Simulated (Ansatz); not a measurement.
# Fe (Im-3m) in Ansatz: further runs, part 2 of 2

Ansatz 0.2.0.

## (3) Single point, LDA, non-collinear spin, random start, 11.30 Å³/atom (volume scaled by 0.94)

File input.yaml:

```yaml
crystal:
  lattice:
    - [-1.4135427549, 1.4135427549, 1.4135427549]
    - [1.4135427549, -1.4135427549, 1.4135427549]
    - [1.4135427549, 1.4135427549, -1.4135427549]
  atoms:
    - { symbol: Fe, position: [0.0, 0.0, 0.0], spin: 2.549, spin_axis: [-0.576212, 0.815875, 0.048246] }
kpoints:
  mp_grid: { grid: [10, 10, 10] }
scf:
  occupations: { method: gaussian, width: 0.15 }
hamiltonian:
  xc: lda
  pseudopotentials: { kind: all_electron, lapw: { basis_error: 0.001 } }
magnetization:
  noncollinear: true
output:
  forces: true
  stress: true
  eigenvalues: true
```

Potentials or basis: all-electron LAPW, scalar-relativistic.

The run is started by

```bash
> ansatz run input.yaml --threads 2 --pin off --max-ram 6144MiB --backend cpu --events-out ev --progress --plain --runs-dir out
```

What it wrote:

```text
Warning: RAYON_NUM_THREADS=2 ignored (pool sized by the plan → 2); use --threads N
LAPW: plane waves up to 9.128 Å⁻¹, error target 1.0e-3 eV per atom; small_component_spin mean_spin; Fe in spheres of 1.224 Å, 16 of its electrons in bands, Dirac shells [] (how accurate: hamiltonian.pseudopotentials.lapw.basis_error, Limitations)
Engine: ansatz 0.2.0, aarch64-unknown-linux-gnu
Pseudopotentials: kind: all_electron
Pseudopotential: Fe, LAPW, valence charge 16, lapw/all_electron/scalar/gaussian/Fe, Koelling and Harmon's equation, gaussian nucleus
Functional definition: SPW92
  exchange = slater_x
  correlation = pw_c
this run first makes a single point of its starting geometry on two collinear spin channels, or without spin where it has no moments, for its own SCFs to start from. `scf.lower_state_search: off` leaves that single point out
Crystal: 1 atoms, lattice volume = 11.298 Å³
Basis set: ecut = 317.45656855530495 eV, 141 PW (Γ), exchange–correlation at level 2
Bands: 14, of which v1, the nominal top of the filled ones, is band 8 counted from 1 (7 counted from 0)
Symmetry: 48 space group operations
Space group: Im-3m (ITA 229), of the structure as read, at distance tolerance 2.2e-5 Å
Magnetic group: BNS 229.140 (UNI 1642), of the structure as read, at distance tolerance 2.2e-5 Å
k-points: 47 of 1000
Non-local potential: Fe, projectors of the file, none
Initial density: superposition of atomic densities (chi_scale 0.1, normalization cell)
Starting moments: Σ|m| = 2.549 μB on 1 of 1 site
Initial wavefunctions: plane waves of lowest kinetic energy (no species holds an atomic orbital)
Functional: x = slater, c = lda
iter 1 solved again at ethr=3.09e-5 eV; its pass at ethr=1.00e-1 eV (dr2=4.94e-3 eV) is discarded
SCF iter   1: F=—  HF=-34573.553069 eV  |F-HF|=—  |Δ(HF+E_count)|=         —  Δρ=1.92e-2 (↑1.88e-2 ↓1.92e-2)  dr2=5.02e-3  dr2_m=3.42e-2  M=2.146 μB ∫|m|=2.169 μB  β_m=0.30  ethr=3.09e-5  ⟨swp⟩=3.5  Hψ=10207  notcnv=0
Mixer restart at iter 1: flushing history
preconditioner: auto → none  [metal: Δε(μ)=0.012 eV  Ē_g=15.155 eV  σ=0.150 eV  W_gap=0.05  n_scr=0 (ndim 8)  ℏωp=31.2 eV  f_vac=0.000  D(μ)=0.95/eV (n_scr^D=12)]
[...]
SCF 1 converged in 9 iterations: F = -34573.617576 eV  dr2 = 5.52e-13
[...]
SCF iter   6: F=-34573.616807 eV  HF=-34573.616807 eV  |F-HF|=7.28e-12  |Δ(HF+E_count)|=   4.05e-8  Δρ=1.56e-7  dr2=5.11e-14  dr2_m=9.44e-13  ethr=1.24e-12 (applied; sched 1.00e-12)  |M|=2.12e0 ∫|m|=2.20e0 μB  β_m=0.77  ⟨swp⟩=3.3  Hψ=3434  notcnv=0
SCF iter   7: F=—  HF=-34573.617570 eV  |F-HF|=—  |Δ(HF+E_count)|=         —  Δρ=6.86e-7  dr2=2.70e-11  dr2_m=4.91e-12  ethr=1.04e-12 (applied; sched 1.00e-12)  |M|=2.12e0 ∫|m|=2.20e0 μB  β_m=0.77  ⟨swp⟩=2.1  Hψ=2989  notcnv=0
the basis was enlarged: its passes take 5.2 MiB over the memory plan, 2 of 2 planned eigensolver slots
SCF iter   8: F=-34573.617577 eV  HF=-34573.617577 eV  |F-HF|=1.39e-9  |Δ(HF+E_count)|=   6.43e-6  Δρ=2.54e-7  dr2=1.75e-13  dr2_m=2.50e-12  ethr=1.25e-12 (applied; sched 1.00e-12)  |M|=2.12e0 ∫|m|=2.20e0 μB  ⟨swp⟩=4.0  Hψ=3696  notcnv=0
SCF 2 converged in 8 iterations: F = -34573.617577 eV  dr2 = 1.75e-13
WARN: this state was not checked for a lower one beside it: the run's test of it (scf.lower_state_search) could not run behind this SCF: none is made under non-collinear spin (noncollinear)
SCF converged after 8 iterations
Magnetization: |M| = 2.1239 μB,  M = (-1.2238, +1.7328, +0.1025) μB
Absolute magnetization: 2.1962 μB (∫|m|)
  site 0: m = (-1.2441, +1.7615, +0.1042) μB, |m| = 2.1591 μB  (R = 1.22 Å)
Free energy (F): -34573.617577 eV
Harris-Foulkes:  -34573.617577 eV  (|F-HF|=1.39e-9)
Internal energy: -34573.608268 eV  (E = F + TS)
E sigma→0 (E₀):  -34573.612922 eV
Entropy (-TS):   -0.009308 eV (-9.308 meV/atom)
Fermi energy:    18.460980 eV
--- Per-component energies (eV) ---
  E_band       = -210.403636
  E_kinetic    = 35030.318581
  E_xc         = -1460.680543
  E_electrostatic = -68143.246307  (all electrons and nuclei)
  E_smearing   = -0.009308  (= −TS)
  E_closure    = 0.000000  (closes the sum)
  E_atoms      = -34563.488450  (free atoms, spherical and without spin; not in F)
  Σ components = -34573.617577   (vs F -34573.617577, Δ=0.00e0)
  Basis errors (estimates in eV, not in F): energy 2.8e-4 per atom: plane waves 2.4e-4 (1.2e-4 summed), levels above the bands 0.0e0, relativity 4.5e-9, radial functions 4.2e-5, core shells 6.9e-9; eigenvalues (radial functions only) 1.0e-6; not estimated: angular momenta, meshes, grids; target (lapw.basis_error) 1.0e-3; muffin-tin radii Fe 1.224 Å
--- Forces (eV/Å), atoms counted from 1 ---
  atom   1  Fe     0.00000000    -0.00000000     0.00000000
  max |Σ_I F_I| component: 7.15e-29 eV/Å
--- Stress (GPa, compression-positive) ---
      -17.169854      -0.000000       0.000000
       -0.000000     -17.169854       0.000000
        0.000000       0.000000     -17.169854
  P = ⅓ Tr σ = -17.1699 GPa (-171.699 kbar)
--- Band table (eV; the first three rows and the last of 47) ---
  k-point 0: bands = ["-68.8586", "-66.4212", "-35.0295", "-35.0295", "-35.0295", "-32.6512", "-32.6512", "-32.6512", "9.7789", "10.1399", "16.0884", "16.0884", "16.0884", "17.4577", "17.4577", "17.9114", "17.9114", "17.9114", "19.8025", "19.8025", "42.7151", "42.7151", "42.7151", "42.8525"]
  k-point 1: bands = ["-68.8505", "-66.4125", "-35.0718", "-35.0435", "-35.0295", "-32.6978", "-32.6664", "-32.6512", "10.1918", "10.5564", "15.9740", "16.0730", "16.3138", "17.3514", "17.4671", "17.7772", "17.8817", "18.1553", "19.6677", "19.8132", "40.6061", "41.0017", "42.1712", "42.3946"]
  k-point 2: bands = ["-68.8294", "-66.3895", "-35.1818", "-35.0801", "-35.0294", "-32.8188", "-32.7062", "-32.6513", "11.3330", "11.7246", "15.6827", "15.9711", "16.9353", "17.2368", "17.4379", "17.5006", "17.7138", "18.8320", "19.4926", "19.8541", "36.3887", "37.0859", "40.3275", "40.6596"]
  k-point 46: bands = ["-68.7115", "-66.2622", "-35.3420", "-35.3420", "-35.3420", "-32.9918", "-32.9918", "-32.9918", "13.5553", "13.5553", "15.1581", "15.1581", "18.5846", "18.5846", "18.5846", "20.6708", "20.6708", "20.6708", "28.1215", "28.1215", "28.1215", "28.5799", "28.5799", "28.5799"]
```

Wall time 17 s (2 threads of Arm Neoverse V2, shared host); peak memory 0.4 GiB.

What came out:

```
Free energy            : -34573.6176 eV
Pressure               : -17.2 GPa
Band gap on the k mesh : none (metal or under the smearing width)
Net moment             : 2.12 μB per cell
Absolute moment        : 2.20 μB per cell
```

Caveat: the k mesh is thin for a metal, which can move the energy by tens of meV per atom; the magnetic state may not be the lowest.

## (4) Single point, LDA, non-collinear spin, random start, 11.54 Å³/atom (volume scaled by 0.96)

input.yaml: that of step 3 with these lines changed.

```diff
@@ -2,5 +2,5 @@
   lattice:
-    - [-1.4135427549, 1.4135427549, 1.4135427549]
-    - [1.4135427549, -1.4135427549, 1.4135427549]
-    - [1.4135427549, 1.4135427549, -1.4135427549]
+    - [-1.4234976093, 1.4234976093, 1.4234976093]
+    - [1.4234976093, -1.4234976093, 1.4234976093]
+    - [1.4234976093, 1.4234976093, -1.4234976093]
   atoms:
```

The run is started by

```bash
> ansatz run input.yaml --threads 2 --pin off --max-ram 6144MiB --backend cpu --events-out ev --progress --plain --runs-dir out
```

It took 17 s on 2 threads of Arm Neoverse V2, shared host; peak memory 0.4 GiB.

It converged, with:

| Item | Value |
| --- | --- |
| Free energy | -34573.5889 eV |
| Pressure | -21.0 GPa |
| Band gap on the k mesh | none (metal or under the smearing width) |
| Net moment | 2.13 μB per cell |
| Absolute moment | 2.21 μB per cell |

Caveat: the k mesh is thin for a metal, which can move the energy by tens of meV per atom; the magnetic state may not be the lowest.

## (5) Single point, LDA, non-collinear spin, random start, 11.78 Å³/atom (volume scaled by 0.98)

input.yaml: that of step 4 with these lines changed.

```diff
@@ -2,5 +2,5 @@
   lattice:
-    - [-1.4234976093, 1.4234976093, 1.4234976093]
-    - [1.4234976093, -1.4234976093, 1.4234976093]
-    - [1.4234976093, 1.4234976093, -1.4234976093]
+    - [-1.4333151444, 1.4333151444, 1.4333151444]
+    - [1.4333151444, -1.4333151444, 1.4333151444]
+    - [1.4333151444, 1.4333151444, -1.4333151444]
   atoms:
```

The run is started by

```bash
> ansatz run input.yaml --threads 2 --pin off --max-ram 6144MiB --backend cpu --events-out ev --progress --plain --runs-dir out
```

Wall time 16 s (2 threads of Arm Neoverse V2, shared host); peak memory 0.4 GiB.

It converged, with:

```
Free energy            : -34573.5549 eV
Pressure               : -24.3 GPa
Band gap on the k mesh : none (metal or under the smearing width)
Net moment             : 2.14 μB per cell
Absolute moment        : 2.22 μB per cell
```

Caveat: the k mesh is thin for a metal, which can move the energy by tens of meV per atom; the magnetic state may not be the lowest.

## (6) Single point, LDA, non-collinear spin, random start, 12.02 Å³/atom

input.yaml: that of step 5 with these lines changed.

```diff
@@ -2,5 +2,5 @@
   lattice:
-    - [-1.4333151444, 1.4333151444, 1.4333151444]
-    - [1.4333151444, -1.4333151444, 1.4333151444]
-    - [1.4333151444, 1.4333151444, -1.4333151444]
+    - [-1.443, 1.443, 1.443]
+    - [1.443, -1.443, 1.443]
+    - [1.443, 1.443, -1.443]
   atoms:
```

Potentials or basis: all-electron LAPW, scalar-relativistic.

The run is started by

```bash
> ansatz run input.yaml --threads 2 --pin off --max-ram 6144MiB --backend cpu --events-out ev --progress --plain --runs-dir out
```

It took 17 s on 2 threads of Arm Neoverse V2, shared host; peak memory 0.4 GiB.

Results (log left out):

| Item | Value |
| --- | --- |
| Free energy | -34573.5164 eV |
| Pressure | -27.0 GPa |
| Band gap on the k mesh | none (metal or under the smearing width) |
| Net moment | 2.16 μB per cell |
| Absolute moment | 2.24 μB per cell |

Caveat: the k mesh is thin for a metal, which can move the energy by tens of meV per atom; the magnetic state may not be the lowest.

## (7) Single point, LDA, non-collinear spin, random start, 12.26 Å³/atom (volume scaled by 1.02)

input.yaml: that of step 6 with these lines changed.

```diff
@@ -2,5 +2,5 @@
   lattice:
-    - [-1.443, 1.443, 1.443]
-    - [1.443, -1.443, 1.443]
-    - [1.443, 1.443, -1.443]
+    - [-1.4525565699, 1.4525565699, 1.4525565699]
+    - [1.4525565699, -1.4525565699, 1.4525565699]
+    - [1.4525565699, 1.4525565699, -1.4525565699]
   atoms:
```

The run is started by

```bash
> ansatz run input.yaml --threads 2 --pin off --max-ram 6144MiB --backend cpu --events-out ev --progress --plain --runs-dir out
```

Run time: 16 s. Hardware: 2 threads of Arm Neoverse V2, shared host; peak memory 0.4 GiB.

Results (log left out):

```
Free energy            : -34573.4742 eV
Pressure               : -29.2 GPa
Band gap on the k mesh : none (metal or under the smearing width)
Net moment             : 2.18 μB per cell
Absolute moment        : 2.27 μB per cell
```

Caveat: the k mesh is thin for a metal, which can move the energy by tens of meV per atom; the magnetic state may not be the lowest.

## (8) Single point, LDA, non-collinear spin, random start, 12.50 Å³/atom (volume scaled by 1.04)

input.yaml: that of step 7 with these lines changed.

```diff
@@ -2,5 +2,5 @@
   lattice:
-    - [-1.4525565699, 1.4525565699, 1.4525565699]
-    - [1.4525565699, -1.4525565699, 1.4525565699]
-    - [1.4525565699, 1.4525565699, -1.4525565699]
+    - [-1.4619890197, 1.4619890197, 1.4619890197]
+    - [1.4619890197, -1.4619890197, 1.4619890197]
+    - [1.4619890197, 1.4619890197, -1.4619890197]
   atoms:
```

The run is started by

```bash
> ansatz run input.yaml --threads 2 --pin off --max-ram 6144MiB --backend cpu --events-out ev --progress --plain --runs-dir out
```

It took 16 s on 2 threads of Arm Neoverse V2, shared host; peak memory 0.4 GiB.

Results (log left out):

```yaml
Free_energy: -34573.4292 eV
Pressure: -30.7 GPa
Band_gap_on_the_k_mesh: none (metal or under the smearing width)
Net_moment: 2.22 μB per cell
Absolute_moment: 2.31 μB per cell
```

Caveat: the k mesh is thin for a metal, which can move the energy by tens of meV per atom; the magnetic state may not be the lowest.

## (9) Single point, LDA, non-collinear spin, random start, 12.74 Å³/atom (volume scaled by 1.06)

input.yaml: that of step 8 with these lines changed.

```diff
@@ -2,5 +2,5 @@
   lattice:
-    - [-1.4619890197, 1.4619890197, 1.4619890197]
-    - [1.4619890197, -1.4619890197, 1.4619890197]
-    - [1.4619890197, 1.4619890197, -1.4619890197]
+    - [-1.4713013028, 1.4713013028, 1.4713013028]
+    - [1.4713013028, -1.4713013028, 1.4713013028]
+    - [1.4713013028, 1.4713013028, -1.4713013028]
   atoms:
```

Potentials or basis: all-electron LAPW, scalar-relativistic.

The run is started by

```bash
> ansatz run input.yaml --threads 2 --pin off --max-ram 6144MiB --backend cpu --events-out ev --progress --plain --runs-dir out
```

Run time: 16 s. Hardware: 2 threads of Arm Neoverse V2, shared host; peak memory 0.4 GiB.

It converged, with:

```yaml
Free_energy: -34573.3823 eV
Pressure: -31.7 GPa
Band_gap_on_the_k_mesh: none (metal or under the smearing width)
Net_moment: 2.28 μB per cell
Absolute_moment: 2.38 μB per cell
```

Caveat: the k mesh is thin for a metal, which can move the energy by tens of meV per atom; the magnetic state may not be the lowest.

## (10) Equation of state, LDA, non-collinear spin, random start

Potentials or basis: all-electron LAPW, scalar-relativistic.

This step only gathers the single runs of the series.

What came out:

- Equilibrium volume: 10.62 Å³/atom (rough: see the caveat)
- Bulk modulus: 341 GPa (rough)

Energy against volume, from the lowest point:
| volume (Å³/atom) | energy (meV/atom) |
| --- | --- |
| 11.298 | 0.00 |
| 11.538 | 28.66 |
| 11.778 | 62.64 |
| 12.019 | 101.17 |
| 12.259 | 143.40 |
| 12.499 | 188.41 |
| 12.740 | 235.32 |

Caveat: the minimum lies outside the volumes run.
